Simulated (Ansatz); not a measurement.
## A series in volume scale on Rb

Plane-wave DFT, scalar-relativistic PAW made under PBE with cores redone for the functional, no dispersion; the given relaxed cell is scaled uniformly, energy at zero smearing counts from the unscaled cell, pressure at the given Fermi-Dirac smearing is positive in compression. The results are calculated, by Ansatz 0.2.0.

The cell before it is scaled or strained (space group Fm-3m, No. 225):
```
CELL_PARAMETERS angstrom
0.00000 3.68050 3.68050
3.68050 0.00000 3.68050
3.68050 3.68050 0.00000
ATOMIC_POSITIONS crystal
Rb 0.00000 0.00000 0.00000
```

Settings of every row: spin polarised no; functional revPBE; wave cutoff 420 eV; smearing width 0.1 eV; k mesh 9x9x9.

Atom starting moment: 0 on all atoms.

Limits: the cell comes from a prototype or a list of computed structures and needn't be the stable phase.

```
row  volume scale  V (Å³/atom)  pressure (GPa)  energy change per atom (meV)
  1          0.88       87.747            0.38                         12.05
  2          0.92       91.736            0.23                          4.82
  3          0.96       95.724               ?                             ?
  4          1.04      103.701           -0.08                          1.33
  5          1.08       107.69           -0.15                          4.58
  6          1.12      111.678           -0.21                          9.43
```

Question: what pressure and energy change per atom should row 3 give?

Worked fit of pressure. Take u = (V_r/V)^(2/3) − 1 with V_r = 103.7 Å³ an atom, which is twice the finite (Eulerian) strain; such expansions in the strain, on which the Birch-Murnaghan equation of state is built, carry the rest volume and the bulk modulus. The shown rows have u = 0.1178, 0.08516, -1e-05, -0.02486, -0.04821. Least squares give pressure = −0.08 + 3.028 × u + 7.41 × u² GPa; a straight line predicts inner rows, each left out in turn, worse (root mean square 0.021 against 0.0018 GPa). All shown rows lie on it to the printed digit. The withheld row has u = 0.0548, so the fit gives −0.08 + 3.028 × (0.0548) + 7.41 × (0.0548)² = 0.11 GPa.

The calculation gave 0.1 GPa. The fit lies 0.01 GPa (1.7 % of the column's range) above it, one unit of the last digit.

Worked fit of energy change per atom. Take u = (V_r/V)^(2/3) − 1 with V_r = 103.7 Å³ an atom, which is twice the finite (Eulerian) strain; such expansions in the strain, on which the Birch-Murnaghan equation of state is built, carry the rest volume and the bulk modulus. The shown rows have u = 0.1178, 0.08516, -1e-05, -0.02486, -0.04821. Least squares give energy change per atom = 1.348 − 92.167 × u + 1555.35 × u² meV; a straight line predicts inner rows, each left out in turn, worse (root mean square 4.4 against 0.056 meV). The rows lie off it by -0.02, 0.04, -0.02, -0.02, 0.02. Its lowest point lies at u = 0.0296, or V = 99.26 Å³ an atom, and the curvature there gives the bulk modulus at fixed shape and fractions, B = (4/9)(1 + u)² E″(u)/V = 2.37 GPa. The withheld row has u = 0.0548, so the fit gives 1.348 − 92.167 × (0.0548) + 1555.35 × (0.0548)² = 0.97 meV.

The calculation gave 1 meV. The fit lies 0.03 meV (3 % of the value, 0.27 % of the column's range) below it; its largest miss of a shown row is 0.04 meV.
